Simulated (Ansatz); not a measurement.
**Si: equation of state with revPBE+D4**

Si:

```
CELL_PARAMETERS angstrom
0.00000 2.72185 2.72185
2.72185 0.00000 2.72185
2.72185 2.72185 0.00000
ATOMIC_POSITIONS crystal
Si 0.50000 0.50000 0.50000
Si 0.75000 0.75000 0.75000
```

```yaml
Program: Ansatz 0.2.0
Task: equation of state
Functional: revPBE
Dispersion: D4
Potentials_or_basis: Ansatz PAW
Cutoff: 420 eV
Density_cutoff: 1680 eV
k_mesh: 8 × 8 × 8
Occupations: fermi-dirac, width 0.05 eV
Spin: no spin polarisation
```

```
Equilibrium volume                      : 19.62 Å³/atom
Bulk modulus                            : 97 GPa
Pressure derivative of the bulk modulus : 5.2 (rough: it moves with the points fitted)
```

Energy against volume, from the lowest point:
```
volume (Å³/atom)  energy (meV/atom)
          18.955               7.15
          19.358               0.87
          19.761               0.00
          20.165               3.96
          20.568              12.19
          20.971              24.17
          21.375              39.37
```

All runs of the series together: 8.6 s on 2 threads of Intel(R) Xeon(R) Processor @ 2.70GHz, on a shared host.

Caveat: the potentials were made for another functional, which shifts forces and pressure.
